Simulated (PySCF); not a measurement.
# Atomic charges against the basis set

1-butene, C4H8.
Z-matrix (Å and degrees, PBE0-D3(BJ)/def2-SVP geometry), rows numbered from 1:
```
C 
C   1  1.3335
C   2  1.4965  1  125.50
C   3  1.5261  2  112.89  1   118.67
H   1  1.0954  2  121.30  3     0.85
H   1  1.0933  2  121.67  3  -179.39
H   2  1.0988  1  118.71  3   178.97
H   3  1.1053  2  108.87  1  -120.26
H   3  1.1026  2  109.50  1    -4.43
H   4  1.1009  3  110.98  2   -61.27
H   4  1.1006  3  111.30  2   178.39
H   4  1.1018  3  111.31  2    58.35
```

PBE0 throughout (PySCF), one geometry, spherical d and f functions. The structure is a single PBE0-D3(BJ)/def2-SVP conformer in the gas phase; no vibrational or solvent corrections. The first 7 of 9 kinds of atom are listed.

Mulliken charges (e):

```
      basis  functions      C1      C2      C3      C4      H5      H6      H7
   pcSseg-0         52  -0.409  -0.223  -0.576  -0.633  +0.211  +0.216  +0.221
    cc-pVDZ         96  -0.036  -0.119  -0.054  -0.096  +0.033  +0.041  +0.013
aug-cc-pVDZ        164  +0.317  +1.118  +0.354  +0.341  -0.422  -0.384  -0.570
   IGLO-III        220  -0.243  -0.072  -0.180  -0.354  +0.085  +0.106  +0.086
    cc-pVTZ        232  -0.282  -0.098  -0.138  -0.292  +0.108  +0.117  +0.109
```

IAO charges (e):

```tsv
basis	functions	C1	C2	C3	C4	H5	H6	H7
pcSseg-0	52	-0.311	-0.131	-0.272	-0.419	+0.137	+0.145	+0.136
cc-pVDZ	96	-0.321	-0.123	-0.250	-0.406	+0.138	+0.146	+0.134
aug-cc-pVDZ	164	-0.335	-0.126	-0.255	-0.418	+0.143	+0.151	+0.139
IGLO-III	220	-0.336	-0.127	-0.258	-0.421	+0.143	+0.152	+0.140
cc-pVTZ	232	-0.334	-0.126	-0.258	-0.421	+0.143	+0.151	+0.139
```

Hirshfeld charges (e):

```
      basis  functions      C1      C2      C3      C4      H5      H6      H7
   pcSseg-0         52  -0.105  -0.032  -0.048  -0.101  +0.039  +0.042  +0.036
    cc-pVDZ         96  -0.110  -0.035  -0.058  -0.108  +0.039  +0.043  +0.040
aug-cc-pVDZ        164  -0.115  -0.042  -0.075  -0.121  +0.044  +0.045  +0.046
   IGLO-III        220  -0.115  -0.041  -0.074  -0.121  +0.043  +0.045  +0.046
    cc-pVTZ        232  -0.114  -0.039  -0.069  -0.117  +0.042  +0.044  +0.044
```

Which scheme is steadiest as the basis changes?

Largest range over the bases for any column: IAO 0.03 e, Hirshfeld 0.03 e, Mulliken 1.34 e. IAO and Hirshfeld charges move least and Mulliken charges most, counted in e.

How much do the charges still move between the two largest bases, IGLO-III and cc-pVTZ?

At most, over all atoms: Mulliken 0.062 e, IAO 0.003 e, Hirshfeld 0.005 e.

What do the same runs give for the total energy, the frontier levels and the dipole moment?

| basis | energy (Eh) | HOMO (eV) | LUMO (eV) | μ (D) |
| --- | --- | --- | --- | --- |
| pcSseg-0 | -156.6689 | -7.43 | 0.63 | 0.32 |
| cc-pVDZ | -157.0252 | -7.23 | 0.64 | 0.39 |
| aug-cc-pVDZ | -157.0338 | -7.35 | -0.02 | 0.44 |
| IGLO-III | -157.0797 | -7.36 | 0.23 | 0.44 |
| cc-pVTZ | -157.0719 | -7.33 | 0.41 | 0.41 |

The dipole is fixed by the density alone, so its range of 0.12 D shows that the density itself changes with the basis, not only its division among atoms.
